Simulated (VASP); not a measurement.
# Tc (P6_3/mmc) in VASP: further runs

Runs on Tc. Level: PBE. Tasks: single point.

All numbers are computed with VASP 6.6.1; they aren't measurements. Logs are shortened: lines on timing, memory, paths and dates and some standing lists are left out, and cuts for length are marked.

## 1. The structure

The structure is hexagonal, space group P6_3/mmc (No. 194). Conventional cell: a = 2.740 Å, b = 2.740 Å, c = 4.398 Å, α = 90.00°, β = 90.00°, γ = 120.00°. Around Tc (site symmetry -6m2) lie 12 Tc at 2.71 to 2.74 Å.

## 2. Single point, PBE

Contents of INCAR:

```
SYSTEM = Tc
PREC     = Normal         ! precision mode
ENCUT    = 450            ! plane-wave cutoff, eV
EDIFF    = 1E-6           ! SCF threshold, eV
ISMEAR   = 0              ! smearing method
SIGMA    = 0.1            ! smearing width, eV
LREAL    = .False.        ! projectors in reciprocal space
LASPH    = .True.         ! aspherical terms in the spheres
NELM     = 100            ! most SCF steps
ALGO     = Normal         ! electronic algorithm
ISIF     = 2              ! what is computed and relaxed
LWAVE    = .False.        ! write WAVECAR
LCHARG   = .False.        ! write CHGCAR
GGA      = PE             ! functional
ADDGRID  = .False.
```

Contents of KPOINTS:

```
regular mesh
0
Gamma
  5 5 3
  0 0 0
```

Contents of POSCAR:

```
Tc
1.0
    2.7400000000      0.0000000000      0.0000000000
   -1.3700000000      2.3729096064      0.0000000000
    0.0000000000      0.0000000000      4.3980000000
Tc
2
Direct
    0.6666666667      0.3333333333      0.7500000000
    0.3333333333      0.6666666667      0.2500000000
```

Potentials or basis: VASP PAW PBE potentials, release 64 (Tc_pv).

Run with:

```bash
$ cat potpaw_PBE.64/Tc_pv/POTCAR > POTCAR
$ mpirun -np 1 vasp_std > vasp.out
```

OUTCAR:

```text
SYSTEM = Tc
   PREC = Normal
   ENCUT = 450
   EDIFF = 1E-6
   ISMEAR = 0
   LREAL = .False.
   LASPH = .True.
   NELM = 100
   ISIF = 2
   GGA = PE

 Found     10 irreducible k-points:

 Following reciprocal coordinates:
            Coordinates               Weight
  0.000000  0.000000  0.000000      1.000000
  0.200000 -0.000000  0.000000      6.000000
  0.400000 -0.000000  0.000000      6.000000
  0.200000  0.200000  0.000000      6.000000
  0.400000  0.200000  0.000000      6.000000
  0.000000  0.000000  0.333333      2.000000
   k-points           NKPTS =     10   k-points in BZ     NKDIM =     10   number of bands    NBANDS=     17
   number of dos      NEDOS =    301   number of ions     NIONS =      2
   total plane-waves  NPLWV =   4704
   dimension x,y,z NGX =    14 NGY =   14 NGZ =   24
   dimension x,y,z NGXF=    28 NGYF=   28 NGZF=   48
   ions per type =               2
   NGX,Y,Z   is equivalent  to a cutoff of   8.49,  8.49,  9.07 a.u.
   NGXF,Y,Z  is equivalent  to a cutoff of  16.99, 16.99, 18.14 a.u.
 SYSTEM =  Tc
   PREC   = normal    normal or accurate (medium, high low for compatibility)
   ISTART =      0    job   : 0-new  1-cont  2-samecut
   ICHARG =      2    charge: 1-file 2-atom 10-const
   ISPIN  =      1    spin polarized calculation?
   LNONCOLLINEAR =      F non collinear calculations
   LSORBIT =      F    spin-orbit coupling
   LASPH  =      T    aspherical Exc in radial PAW
   ENCUT  =  450.0 eV  33.07 Ry    5.75 a.u.   4.74  4.74  7.61*2*pi/ulx,y,z
   NELM   =    100;   NELMIN=  2; NELMDL= -5     # of ELM steps
   EDIFF  = 0.1E-05   stopping-criterion for ELM
   LREAL  =      F    real-space projection
   EDIFFG = 0.1E-04   stopping-criterion for IOM
   NSW    =      0    number of steps for IOM
   IBRION =     -1    ionic relax: 0-MD 1-quasi-New 2-CG
   NFREE  =      0    steps in history (QN), initial steepest desc. (CG)
   ISIF   =      2    stress and relaxation
   ISYM   =      2    0-nonsym 1-usesym 2-fastsym
   POTIM  = 0.5000    time-step for ionic-motion
   TEBEG  =    0.0;   TEEND  =   0.0 temperature during run
   PSTRESS=    0.0 pullay stress
   NELECT =      26.0000    total number of electrons
   NUPDOWN=      -1.0000    fix difference up-down
   EMIN   =  10.00;   EMAX   =-10.00  energy-range for DOS
   EFERMI =   0.00;   METHOD = LEGACY
   ISMEAR =     0;   SIGMA  =   0.10  broadening in eV -4-tet -1-fermi 0-gaus
   EFERMI_NEDOS =   21; number of points for ismear=-14 and -15
   IALGO  =     38    algorithm
   IMIX   =      4    mixing-type and parameters
     AMIX     =   0.40;   BMIX     =  1.00
     AMIX_MAG =   1.60;   BMIX_MAG =  1.00
  volume/ion in A,a.u.               =      14.30        96.48
  Fermi-wavevector in a.u.,A,eV,Ry     =   1.586002  2.997108 34.224109  2.515401
  Thomas-Fermi vector in A             =   2.685380
   LORBIT       =      0    0 simple, 1 ext, 2 COOP (PROOUT), +10 PAW based schemes
   GGA     = PE    functional components
   LHFCALC =     F    Hartree Fock is set to
   AEXX    =    0.0000 exact exchange contribution
   IVDW    =     0    specifies the selected vdW correction
   LEPSILON=     F    determine dielectric tensor
   LRPA    =     F    only Hartree local field effects (RPA)
 non-spin polarized calculation
 Gauss-broadening in eV      SIGMA  =   0.10
  energy-cutoff  :      450.00
  volume of cell :       28.59
 maximum number of plane-waves:       627
   NGX =  9   NGY =  9   NGZ = 15

 number of electron      26.0000011 magnetization

 Free energy of the ion-electron system (eV)
  ---------------------------------------------------
  ext. energy  EPLUGINS =         0.00000000
  ---------------------------------------------------
  free energy    TOTEN  =       -20.82791397 eV

  energy without entropy =      -20.82120973  energy(sigma->0) =      -20.82456185

 E-fermi :  12.5211     XC(G=0): -13.8032

 val. band max:       12.5076296420   @ k =   0.2000  -0.0000   0.0000
 cond. band min:      12.5476122197   @ k =   0.0000   0.0000   0.0000
 fundamental gap:      0.0399825778
 Fermi energy:        12.5211081900

 k-point     1 :       0.0000    0.0000    0.0000
  band No.  band energies     occupation
      1     -26.7811      2.00000
      2     -25.6864      2.00000
      3     -25.6864      2.00000
      4     -25.5017      2.00000
      5     -25.5017      2.00000
      6     -25.4517      2.00000
[... 9 lines left out ...]
     16      14.3351      0.00000
     17      15.1979      0.00000

 k-point     2 :       0.2000   -0.0000    0.0000
  band No.  band energies     occupation
      1     -26.6281      2.00000
      2     -26.0164      2.00000
      3     -25.8339      2.00000
      4     -25.7901      2.00000
      5     -25.5506      2.00000
      6     -25.5209      2.00000
[... 9 lines left out ...]
     16      12.9618      0.00000
     17      15.6249      0.00000

 k-point     3 :       0.4000   -0.0000    0.0000
  band No.  band energies     occupation
      1     -26.5431      2.00000
      2     -26.3314      2.00000
      3     -26.2956      2.00000
      4     -25.9446      2.00000
      5     -25.7151      2.00000
      6     -25.6390      2.00000
[... 9 lines left out ...]
     16      15.9367      0.00000
     17      15.9484      0.00000

 k-point     4 :       0.2000    0.2000    0.0000
  band No.  band energies     occupation
      1     -26.3765      2.00000
      2     -26.2981      2.00000
      3     -26.2746      2.00000
      4     -25.9210      2.00000
      5     -25.7382      2.00000
      6     -25.6607      2.00000
[... 9 lines left out ...]
     16      15.5991      0.00000
     17      15.8623      0.00000

 k-point     5 :       0.4000    0.2000    0.0000
  band No.  band energies     occupation
      1     -26.5324      2.00000
      2     -26.3192      2.00000
      3     -26.1442      2.00000
      4     -26.1171      2.00000
      5     -25.8686      2.00000
      6     -25.8502      2.00000
[... 9 lines left out ...]
     16      15.5292      0.00000
     17      19.1347      0.00000

 k-point     6 :       0.0000    0.0000    0.3333
  band No.  band energies     occupation
      1     -26.4654      2.00000
      2     -25.8012      2.00000
      3     -25.6407      2.00000
      4     -25.6407      2.00000
      5     -25.5483      2.00000
      6     -25.5483      2.00000
[... 9 lines left out ...]
     16      13.7233      0.00000
     17      15.0503      0.00000

 [... further k-points ...]
[... 5 lines left out ...]
  --------------------------------------------------------------------------------------
  -------------------------------------------------------------------------------------
  Total        0.2463928      0.2463928     -0.2234296      0.0000000      0.0000000     -0.0000000
  in kB       13.8054850     13.8054850    -12.5188450      0.0000000      0.0000000     -0.0000000
  external PRESSURE =       5.0307083 kB  Pullay stress =       0.0000000 kB

 VOLUME and BASIS-vectors are now :
 -----------------------------------------------------------------------------
  energy-cutoff  :      450.00
  volume of cell :       28.59
      direct lattice vectors                 reciprocal lattice vectors
     2.740000000  0.000000000  0.000000000     0.364963504  0.210711777  0.000000000
    -1.370000000  2.372909606  0.000000000     0.000000000  0.421423554  0.000000000
     0.000000000  0.000000000  4.398000000     0.000000000  0.000000000  0.227376080

 POSITION                                       TOTAL-FORCE (eV/Angst)
 -----------------------------------------------------------------------------------
      1.37000      0.79097      3.29850        -0.000000      0.000000      0.000000
     -0.00000      1.58194      1.09950         0.000000     -0.000000      0.000000
 -----------------------------------------------------------------------------------
    total drift:                               -0.000000      0.000000     -0.000000

  FREE ENERGIE OF THE ION-ELECTRON SYSTEM (eV)
  ---------------------------------------------------
  free  energy   TOTEN  =       -20.8279139725 eV

  energy  without entropy=      -20.8212097337  energy(sigma->0) =      -20.82456185
```

It took 6.2 s on 1 thread of AMD EPYC 7R43 (Zen 3), shared host; peak memory 0.07 GiB.

These settings aren't checked as converged: the numbers below hold their error.

Results:

- Free energy: -20.8279 eV
- Pressure: 0.5 GPa
- Band gap on the k mesh: none (metal or under the smearing width)

Caveat: the k mesh is coarse (spacing up to 0.53 Å⁻¹), so the values aren't converged.

## 3. Single point, PBE

INCAR: that of step 2 with these lines changed.

```diff
@@ -1,3 +1,3 @@
 SYSTEM = Tc
-PREC     = Normal         ! precision mode
+PREC     = Accurate       ! precision mode
 ENCUT    = 450            ! plane-wave cutoff, eV
@@ -6,3 +6,3 @@
 SIGMA    = 0.1            ! smearing width, eV
-LREAL    = .False.        ! projectors in reciprocal space
+LREAL    = Auto         
 LASPH    = .True.         ! aspherical terms in the spheres
```

KPOINTS is that of step 2.

POSCAR is that of step 2.

Potentials or basis: VASP PAW PBE potentials, release 64 (Tc_pv).

Run with:

```bash
$ cat potpaw_PBE.64/Tc_pv/POTCAR > POTCAR
$ mpirun -np 1 vasp_std > vasp.out
```

It took 15 s on 1 thread of AMD EPYC 7R43 (Zen 3), shared host; peak memory 0.1 GiB.

The run converged, but some of its settings lie outside the range that counts as converged, so its numbers aren't taken as properties of the crystal.

Results:

```
Free energy            : -20.8273 eV
Pressure               : 0.4 GPa
Band gap on the k mesh : none (metal or under the smearing width)
```

Caveat: the k mesh is coarse (spacing up to 0.53 Å⁻¹), so the values aren't converged.

## 4. Single point, PBE

INCAR: that of step 3 with these lines changed.

```diff
@@ -3,6 +3,6 @@
 ENCUT    = 450            ! plane-wave cutoff, eV
-EDIFF    = 1E-6           ! SCF threshold, eV
+EDIFF    = 0.01           ! SCF threshold, eV
 ISMEAR   = 0              ! smearing method
 SIGMA    = 0.1            ! smearing width, eV
-LREAL    = Auto         
+LREAL    = .False.        ! projectors in reciprocal space
 LASPH    = .True.         ! aspherical terms in the spheres
```

KPOINTS is that of step 3.

POSCAR is that of step 3.

Run with:

```bash
$ cat potpaw_PBE.64/Tc_pv/POTCAR > POTCAR
$ mpirun -np 1 vasp_std > vasp.out
```

Wall time 7.5 s (1 thread of AMD EPYC 7R43 (Zen 3), shared host); peak memory 0.1 GiB.

The run converged, but some of its settings lie outside the range that counts as converged, so its numbers aren't taken as properties of the crystal.

What came out:

```
Free energy            : -20.8278 eV
Pressure               : 0.3 GPa
Band gap on the k mesh : none (metal or under the smearing width)
```

Caveat: the k mesh is coarse (spacing up to 0.53 Å⁻¹), so the values aren't converged.

## 5. Single point, PBE

INCAR: that of step 4 with these lines changed.

```diff
@@ -3,3 +3,3 @@
 ENCUT    = 450            ! plane-wave cutoff, eV
-EDIFF    = 0.01           ! SCF threshold, eV
+EDIFF    = 0.001          ! SCF threshold, eV
 ISMEAR   = 0              ! smearing method
```

KPOINTS is that of step 4.

POSCAR is that of step 4.

Run with:

```bash
$ cat potpaw_PBE.64/Tc_pv/POTCAR > POTCAR
$ mpirun -np 1 vasp_std > vasp.out
```

It took 7.4 s on 1 thread of AMD EPYC 7R43 (Zen 3), shared host; peak memory 0.09 GiB.

The run converged, but some of its settings lie outside the range that counts as converged, so its numbers aren't taken as properties of the crystal.

What came out:

- Free energy: -20.8278 eV
- Pressure: -0.4 GPa
- Band gap on the k mesh: none (metal or under the smearing width)

Caveat: the k mesh is coarse (spacing up to 0.53 Å⁻¹), so the values aren't converged.

## 6. The reference run

An earlier run on the cell as given: functional PBE; potentials or basis VASP PAW PBE potentials, release 64 (Tc_pv); cutoff 520 eV; k mesh 11 × 11 × 6; occupations fermi-dirac, width 0.05 eV; no spin polarisation.

- Pressure: 2.3 GPa
- Band gap on the k mesh: none (metal or under the smearing width)
